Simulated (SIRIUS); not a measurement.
# Nb (Fm-3m) in SIRIUS: equation of state

Aim: energy against volume of Nb in PBE, for its equilibrium volume and stiffness.

Everything below comes from runs of SIRIUS 7.10.0. Logs are shortened: lines on timing, memory, paths and dates and some standing lists are left out, and cuts for length are marked. The log counts tension as positive stress, the text compression.

## Step 1: The crystal as given

The structure is cubic, space group Fm-3m (No. 225). Conventional cell: a = 4.230 Å, b = 4.230 Å, c = 4.230 Å, α = 90.00°, β = 90.00°, γ = 90.00°. Nb (site symmetry m-3m) is surrounded by 12 Nb at 2.99 Å.

This isn't the form of Nb at room conditions, which is bcc.

## Step 2: Single point, PBE, 17.79 Å³/atom (volume scaled by 0.94)

File sirius.json:

```json
{
  "control": {
    "processing_unit": "cpu",
    "verbosity": 2,
    "num_bands_to_print": 13,
    "print_forces": true,
    "print_stress": true
  },
  "parameters": {
    "electronic_structure_method": "pseudopotential",
    "xc_functionals": ["XC_GGA_X_PBE", "XC_GGA_C_PBE"],
    "gk_cutoff": 9.1,
    "pw_cutoff": 18.2,
    "ngridk": [11, 11, 11],
    "shiftk": [0, 0, 0],
    "smearing": "fermi_dirac",
    "smearing_width": 0.0018374661,
    "num_bands": 13,
    "num_mag_dims": 0,
    "num_dft_iter": 100,
    "energy_tol": 1e-08,
    "density_tol": 1e-06
  },
  "iterative_solver": {
    "type": "davidson",
    "min_tolerance": 1e-10
  },
  "mixer": {
    "type": "anderson",
    "beta": 0.7,
    "max_history": 8
  },
  "settings": {
    "tol_ne": 1e-10
  },
  "unit_cell": {
    "lattice_vectors": [
      [0.0, 0.707106781187, 0.707106781187],
      [0.707106781187, 0.0, 0.707106781187],
      [0.707106781187, 0.707106781187, 0.0]
    ],
    "lattice_vectors_scale": 5.5369022247,
    "atom_coordinate_units": "lattice",
    "atom_types": ["Nb"],
    "atom_files": {
      "Nb": "Nb.json"
    },
    "atoms": {
      "Nb": [
        [0.0, 0.0, 0.0]
      ]
    }
  }
}
```

Potentials or basis: PseudoDojo 0.4.1 PBE standard (scalar relativistic).

On the command line:

```console
$ upf_to_json Nb.upf
$ OMP_NUM_THREADS=1 sirius.scf --input=sirius.json --output=out.json --task=0
```

Output:

```text
[info] SIRIUS version : 7.10.0
[info] number of MPI ranks           : 1
[info] MPI grid                      : 1 1
[info] maximum number of OMP threads : 1
[fft] FFT context for density and potential
[fft] =====================================
[fft]   comm size                             : 1
[fft]   plane wave cutoff                     : 18.2
[fft]   grid size                             : 36 36 36   total : 46656
[fft]   grid limits                           : -17 18   -17 18   -17 18
[fft]   number of G-vectors within the cutoff : 6026
[fft]   local number of G-vectors             : 6026
[fft]   number of G-shells                    : 358
[fft] FFT context for coarse grid
[fft] =====================================
[fft]   comm size                             : 1
[fft]   plane wave cutoff                     : 18.2
[fft]   grid size                             : 36 36 36   total : 46656
[fft]   grid limits                           : -17 18   -17 18   -17 18
[fft]   number of G-vectors within the cutoff : 6026
[fft]   local number of G-vectors             : 6026
[fft]   number of G-shells                    : 358
[unit cell] lattice vectors
[unit cell]   a1 :       0.0000000000      3.9151811099      3.9151811099
[unit cell]   a2 :       3.9151811099      0.0000000000      3.9151811099
[unit cell]   a3 :       3.9151811099      3.9151811099      0.0000000000
[unit cell] reciprocal lattice vectors
[unit cell]   b1 :      -0.8024131108      0.8024131108      0.8024131108
[unit cell]   b2 :       0.8024131108     -0.8024131108      0.8024131108
[unit cell]   b3 :       0.8024131108      0.8024131108     -0.8024131108
[unit cell] unit cell volume :       120.02882799 [a.u.^3]
[unit cell] 1/sqrt(omega)    :         0.09127613
[unit cell] MT volume        :         0.00000000 ( 0.00%)
[unit cell] IT volume        :       120.02882799 (100.00%)
[unit cell] number of atom types : 1
[unit cell] type id : 0 symbol : Nb mt_radius :  16.790000 num_atoms : 1
[unit cell] total number of atoms : 1
[unit cell] number of symmetry classes : 1
[unit cell] number of PAW atoms : 0
[unit cell] atom id  type id  class id             position                      vector_field
[unit cell] ------------------------------------------------------------------------------------------
[unit cell]      0        0        0      0.00000   0.00000   0.00000      0.00000   0.00000   0.00000
[unit cell] atom id         position (Cartesian, a.u.)
[unit cell] ---------------------------------------------
[unit cell]      0       0.000000    0.000000    0.000000
[unit cell] class id : 0 atom id : 0
[unit cell] minimum bond length:     5.536902
[unit cell] total number of pseudo wave-functions: 10
[sym] space group number   : 225
[sym] international symbol : Fm-3m
[sym] Hall symbol          : -F 4 2 3
[sym] space group transformation matrix :
[sym]   0.0000  0.5000  0.5000
[sym]   0.5000  0.0000  0.5000
[sym]   0.5000  0.5000  0.0000
[sym] space group origin shift :
[sym]   0.0000  0.0000  0.0000
[sym] number of space group operations  : 48
[sym] number of magnetic group operations : 48
[sym] metric tensor error: 0.0000e+00
[sym] rotation matrix error: 3.3307e-16
[sym] symmetry operations
[... list of symmetry operations ...]
[atom type] label          : Nb
[atom type] --------------------------------------------------------------------------------
[atom type] symbol         : Nb
[atom type] name           :
[atom type] zn             : 13
[atom type] mass           : 0
[atom type] mt_radius      : 16.79
[atom type] num_mt_points  : 1680
[atom type] grid_origin    : 0
[atom type] grid_name      : external
[atom type] number of core electrons    : 0
[atom type] number of valence electrons : 13
[atom type] total number of radial functions : 6
[... 250 lines left out ...]
[find] band gap (eV)                  :       0.00000000
[find] Efermi                         :       0.68522564
[find] iteration : 12, RMS : 3.684108981343e-09, energy difference : -4.519762342170e-11
[find] Hartree energy of density residual : 1.096371091461e-15
[find] | SCF iteration  13 out of 100|
[diagonalize] iterative solver tolerance (occupied, empty): 3.13887e-10 3.13887e-10
[diagonalize] average number of iterations: 1.46429
[find] Total energy                   :     -62.27272267 (Ha),    -124.54544535 (Ry)
[find] Free energy (E-TS)             :     -62.27313875 (Ha),    -124.54627751 (Ry)
[find] band gap (eV)                  :       0.00000000
[find] Efermi                         :       0.68522564
[find] iteration : 13, RMS : 1.578618736502e-09, energy difference : 3.360867140145e-12
[find] Hartree energy of density residual : 5.301738572820e-17
[find] bands are converged : true
[find] iterative solver converged : false
[find] +------------------------------+
[find] | SCF iteration  14 out of 100|
[find] +------------------------------+
[diagonalize] iterative solver tolerance (occupied, empty): 1.56943e-10 1.56943e-10
[diagonalize] average number of iterations: 1.58929
[diagonalize] Lowest band energies
[diagonalize] ik:    0   -1.325732   -0.418044   -0.418044   -0.418044    0.452741    0.687111    0.687111    0.687111    0.789770    0.789770    1.124035    1.307967    1.307967
[diagonalize] ik:    1   -1.325041   -0.422457   -0.418583   -0.418583    0.464581    0.678081    0.692471    0.692471    0.785013    0.785013    1.147702    1.264836    1.330047
[diagonalize] ik:    2   -1.323175   -0.434009   -0.420020   -0.420020    0.495293    0.661259    0.701917    0.701917    0.780953    0.780953    1.178539    1.227991    1.390839
[diagonalize] ik:    3   -1.320701   -0.448569   -0.421881   -0.421881    0.527186    0.660791    0.699470    0.699470    0.798867    0.798867    1.133179    1.264793    1.478350
[diagonalize] ik:    4   -1.318397   -0.461449   -0.423571   -0.423571    0.538177    0.688377    0.688377    0.695214    0.834373    0.834373    1.099297    1.210780    1.411144
[diagonalize] ...
[diagonalize] ik:   51   -1.313947   -0.460882   -0.443518   -0.435574    0.553050    0.583629    0.725244    0.804851    0.881361    1.007458    1.063008    1.161823    1.211462
[diagonalize] ik:   52   -1.315358   -0.457568   -0.441876   -0.431227    0.589130    0.610921    0.652564    0.777982    0.829284    0.958001    1.144288    1.189647    1.261662
[diagonalize] ik:   53   -1.314517   -0.456854   -0.446588   -0.433221    0.592099    0.619993    0.651908    0.761658    0.856992    1.009007    1.083612    1.188632    1.241645
[diagonalize] ik:   54   -1.314071   -0.458032   -0.445112   -0.436378    0.569939    0.602300    0.684788    0.780851    0.881059    1.015791    1.115519    1.118574    1.219859
[diagonalize] ik:   55   -1.313997   -0.453464   -0.450699   -0.436121    0.580737    0.625766    0.657116    0.760856    0.881066    1.051638    1.075188    1.140658    1.216093
[find] Charges and magnetic moments
[find] --------------------------------------------------------------------------------
[find] total charge          : 13.000000
[find] Energy
[find] --------------------------------------------------------------------------------
[find] valence_eval_sum               :      -2.23762134
[find] <rho|V^{XC}>                   :      -9.89520748
[find] <rho|E^{XC}>                   :     -13.07647127
[find] <mag|B^{XC}>                   :       0.00000000
[find] <rho|V^{H}>                    :      14.75418240
[find] one-electron contribution      :      -7.09659625 (Ha),     -14.19319250 (Ry)
[find] hartree contribution           :       7.37709120
[find] xc contribution                :     -13.07647127
[find] ewald contribution             :     -49.47674634
[find] PAW contribution               :       0.00000000
[find] smearing (-TS)                 :      -0.00041608
[find] SCF correction                 :      -0.00000001
[find] Total energy                   :     -62.27272267 (Ha),    -124.54544535 (Ry)
[find] Free energy (E-TS)             :     -62.27313875 (Ha),    -124.54627751 (Ry)
[find] band gap (eV)                  :       0.00000000
[find] Efermi                         :       0.68522564
[find] iteration : 14, RMS : 3.231532926981e-10, energy difference : 1.132605120802e-11
[find] Hartree energy of density residual : 7.011841205641e-18
[find] bands are converged : true
[find] iterative solver converged : true
[find] converged after 15 SCF iterations!
[find] Charges and magnetic moments
[find] --------------------------------------------------------------------------------
[find] total charge          : 13.000000
[find] Energy
[find] --------------------------------------------------------------------------------
[find] valence_eval_sum               :      -2.23762134
[find] <rho|V^{XC}>                   :      -9.89520748
[find] <rho|E^{XC}>                   :     -13.07647127
[find] <mag|B^{XC}>                   :       0.00000000
[find] <rho|V^{H}>                    :      14.75418240
[find] one-electron contribution      :      -7.09659625 (Ha),     -14.19319250 (Ry)
[find] hartree contribution           :       7.37709120
[find] xc contribution                :     -13.07647127
[find] ewald contribution             :     -49.47674634
[find] PAW contribution               :       0.00000000
[find] smearing (-TS)                 :      -0.00041608
[find] SCF correction                 :      -0.00000001
[find] Total energy                   :     -62.27272267 (Ha),    -124.54544535 (Ry)
[find] Free energy (E-TS)             :     -62.27313875 (Ha),    -124.54627751 (Ry)
[find] band gap (eV)                  :       0.00000000
[find] Efermi                         :       0.68522564
[ground_state] === stress tensor components [kbar] ===
[ground_state] === stress_kin ===
[ground_state] -29757.656625   -0.000000    0.000000
[ground_state]    -0.000000-29757.656625    0.000000
[ground_state]     0.000000    0.000000-29757.656625
[ground_state] === stress_har ===
[ground_state] -6027.482219   -0.000000    0.000000
[ground_state]    -0.000000-6027.482219    0.000000
[ground_state]     0.000000    0.000000-6027.482219
[ground_state] === stress_ewald ===
[ground_state] 40425.175827    0.000000   -0.000000
[ground_state]     0.00000040425.175827   -0.000000
[ground_state]    -0.000000   -0.00000040425.175827
[ground_state] === stress_vloc ===
[ground_state] 13983.514655    0.000000   -0.000000
[ground_state]     0.00000013983.514655   -0.000000
[ground_state]    -0.000000   -0.00000013983.514655
[ground_state] === stress_xc ===
[ground_state] -7501.698683   -0.000000   -0.000000
[ground_state]    -0.000000-7501.698683    0.000000
[ground_state]    -0.000000    0.000000-7501.698683
[ground_state] === stress_core ===
[ground_state] 15448.917375    0.000000   -0.000000
[ground_state]     0.00000015448.917375   -0.000000
[ground_state]    -0.000000   -0.00000015448.917375
[ground_state] === stress_nonloc ===
[ground_state] -26664.672360   -0.000000    0.000000
[ground_state]    -0.000000-26664.672360    0.000000
[ground_state]     0.000000    0.000000-26664.672360
[ground_state] === stress_us_nl ===
[ground_state] -26664.672360   -0.000000    0.000000
[ground_state]    -0.000000-26664.672360    0.000000
[ground_state]     0.000000    0.000000-26664.672360
[ground_state] === stress_total ===
[ground_state]   -93.902029   -0.000000    0.000000
[ground_state]    -0.000000  -93.902029    0.000000
[ground_state]     0.000000    0.000000  -93.902029
[ground_state] ==== total Forces in Ha/bohr =====
[ground_state] atom:    0, force:       0.0000000      0.0000000      0.0000000
[ground_state] ==== ultrasoft contribution from Qij =====
[ground_state] atom:    0, force:       0.0000000      0.0000000      0.0000000
[ground_state] ==== non-local contribution from Beta-projector =====
[ground_state] atom:    0, force:       0.0000000      0.0000000      0.0000000
[ground_state] ==== contribution from local potential =====
[ground_state] atom:    0, force:       0.0000000      0.0000000      0.0000000
[ground_state] ==== contribution from core density =====
[ground_state] atom:    0, force:       0.0000000      0.0000000      0.0000000
[ground_state] ==== Ewald forces from ions =====
[ground_state] atom:    0, force:       0.0000000      0.0000000      0.0000000
[~DFT_ground_state] local op. applied: 21859
[~DFT_ground_state] evp. work count: 6310.54
[~DFT_ground_state] number of iterative solver steps: 1735
```

Wall time 27 s (1 thread of Arm Neoverse V1, shared host); peak memory 0.27 GiB.

Results:

| Item | Value |
| --- | --- |
| Free energy | -1694.5384 eV |
| Pressure | 9.4 GPa |
| Band gap on the k mesh | none (metal or under the smearing width) |

## Step 3: Single point, PBE, 18.16 Å³/atom (volume scaled by 0.96)

sirius.json, as its differences from that of step 2:

```diff
@@ -41,3 +41,3 @@
     ],
-    "lattice_vectors_scale": 5.5369022247,
+    "lattice_vectors_scale": 5.5758957788,
     "atom_coordinate_units": "lattice",
```

Potentials or basis: PseudoDojo 0.4.1 PBE standard (scalar relativistic).

On the command line:

```console
$ upf_to_json Nb.upf
$ OMP_NUM_THREADS=1 sirius.scf --input=sirius.json --output=out.json --task=0
```

Wall time 25 s (1 thread of Arm Neoverse V1, shared host); peak memory 0.27 GiB.

It converged, with:

```yaml
Free_energy: -1694.5558 eV
Pressure: 5.3 GPa
Band_gap_on_the_k_mesh: none (metal or under the smearing width)
```

(Part 1 of 2 ends here.)
